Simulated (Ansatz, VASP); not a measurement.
**Si in VASP and in Ansatz**

File POSCAR:

```
Si
1.0
    0.0000000000      2.7221188962      2.7221188962
    2.8429809751      0.0000000000      2.7221188962
    2.8429809751      2.7221188962      0.0000000000
Si
2
Direct
    0.0000000000      0.0000000000      0.0000000000
    0.2500000000      0.2500000000      0.2500000000
```

INCAR.step1

```
SYSTEM = Si
PREC = Accurate
ENCUT = 520
ISMEAR = 0
SIGMA = 0.01
LREAL = .FALSE.
LASPH = .TRUE.
NELM = 60
NBANDS = 11
GGA = PE
ALGO = Normal
EDIFF = 1E-4
LWAVE = .TRUE.
LCHARG = .FALSE.
```

The input INCAR.step2:

```
SYSTEM = Si
PREC = Accurate
ENCUT = 520
EDIFF = 1E-6
ISMEAR = 0
SIGMA = 0.01
LREAL = .FALSE.
LASPH = .TRUE.
NELM = 60
ALGO = Normal
ISIF = 2
LWAVE = .FALSE.
LCHARG = .FALSE.
METAGGA = R2SCAN
LMIXTAU = .TRUE.
NBANDS = 11
ISTART = 1
```

The input KPOINTS:

```
regular mesh
0
G
  8 8 8
  0 0 0
```

Input for Ansatz:

```yaml
crystal:
  lattice:
    - [0.0, 2.7221188962, 2.7221188962]
    - [2.8429809751, 0.0, 2.7221188962]
    - [2.8429809751, 2.7221188962, 0.0]
  atoms:
    - { symbol: Si, position: [0.0, 0.0, 0.0] }
    - { symbol: Si, position: [0.25, 0.25, 0.25] }
kpoints:
  mp_grid: { grid: [8, 8, 8] }
  band_path:
    path:
      - [0.0, 0.0, 0.0]
      - [0.5, 0.0, 0.5]
      - [0.625, 0.25, 0.625]
      - [0.375, 0.375, 0.75]
      - [0.5, 0.5, 0.5]
      - [0.5, 0.25, 0.75]
      - [0.416667, 0.0, 0.416667]
    npoints: 1
hamiltonian:
  xc: r2scan
scf:
  occupations: { method: fixed }
  n_extra_bands: 4
output:
  forces: true
  stress: true
  eigenvalues: true
```

Change from the starting cell: uniaxial_x strain +4.4%.

Alike in both runs: task single point; functional r2SCAN; k mesh 8 × 8 × 8; no spin polarisation.

|  | VASP | Ansatz |
| --- | --- | --- |
| version | VASP 6.6.1 | Ansatz 0.2.0 |
| potentials or method | VASP PAW PBE potentials, release 64 (Si) | plane waves, PAW |
| plane-wave cutoff (eV) | 520 | 500 |
| occupations | gaussian, width 0.01 eV | fixed |
| valence electrons in the cell | 8 | 8 |

Ansatz gave:

| Property | Result |
| --- | --- |
| gap on the k mesh at the Fermi level (eV) | 0.63 |
| pressure (GPa) | -3.9 |
| largest component of the traceless stress (GPa) | 3.24 |

Q: Which values does VASP return?

A: gap on the k mesh at the Fermi level (eV): 0.65; pressure (GPa): -4.1; largest component of the traceless stress (GPa): 3.26.

Caveats: the PAW data sets were made with another functional, which shifts forces and pressure a little (VASP). A k mesh can miss the band edges.
